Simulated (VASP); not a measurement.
N, 4 atoms in the cell. The structure is orthorhombic, space group Pnma (No. 62). Conventional cell: a = 4.749 Å, b = 7.873 Å, c = 3.541 Å, α = 90.00°, β = 90.00°, γ = 90.00°. N (site symmetry m) is surrounded by 2 N at 2.51 Å. 

| Item | Value |
| --- | --- |
| Program | VASP 6.6.1 |
| Task | single point |
| Functional | PBE |
| Potentials or basis | VASP PAW PBE potentials, release 64 (N) |
| Cutoff | 520 eV |
| k mesh | 6 × 4 × 8 |
| Occupations | fermi-dirac, width 0.03 eV |
| Spin | no spin polarisation |
| Dipole correction | no |
| Further INCAR settings | ALGO = Fast; EDIFF = 1e-06; NBANDS = 18 |

Potentials or basis: VASP PAW PBE potentials, release 64 (N).

Command:

```console
$ cat potpaw_PBE.64/N/POTCAR > POTCAR
$ mpirun -np 1 vasp_std > vasp.out
```

Hardware: 1 thread of Intel(R) Xeon(R) Platinum 8559C (Emerald Rapids) (shared host).

Question: How long does it take, and how much memory?

Answer: Run time: 45 s on 1 thread of Intel(R) Xeon(R) Platinum 8559C (Emerald Rapids), on a shared host, peak memory 0.28 GiB. Counts: scf iterations 13, k points 60.
